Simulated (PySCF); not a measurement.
# Mo in PySCF: convergence with k mesh

The system is Mo.

```
Mo
1.0
    -1.58381    1.58381    1.58381
     1.58381   -1.58381    1.58381
     1.58381    1.58381   -1.58381
Mo
1
Cartesian
  0.0000 0.0000 0.0000
```

```yaml
Program: PySCF 2.14.0
Task: convergence study
Functional: PBE
Potentials_or_basis: DZVP-MOLOPT-SR/GTH-PBE (potentials made for PBE)
k_mesh: 2 × 2 × 2
Occupations: fermi-dirac, width 0.05 eV
Spin: no spin polarisation
```

These are the settings of the first run; the series varies k mesh, with any setting tied to it.

Hardware: 2 threads of Arm Neoverse V2 (shared host).

| k mesh | energy less the tightest run, at zero smearing (meV/atom) | SCF cycles | CPU time (s) | peak memory (GiB) |
| --- | --- | --- | --- | --- |
| 2 × 2 × 2 | 1413.90 | 12 | 76 | 0.16 |
| 3 × 3 × 3 | 623.26 | 5 | 54 | 0.28 |
| 4 × 4 × 4 | 101.07 | 6 | 110 | 0.47 |
| 5 × 5 × 5 | 40.07 | 6 | 300 | 1.4 |
| 6 × 6 × 6 | 0.00 | 6 | 1100 | 3.9 |
| 7 × 7 × 7 | timed out after 750 s | - | - | - |

Not settled before the last step: the energy (to 1 meV/atom). Meshes of other sizes hit other points, so gaps and Fermi surfaces needn't settle smoothly. The tightest run that finished is the yardstick and may itself not be fully converged.

Caveat, for the tightest run too: the k mesh is coarse (spacing up to 0.47 Å⁻¹), so the values aren't converged; the basis of atomic orbitals isn't converged, which shifts pressures, moduli and gaps.
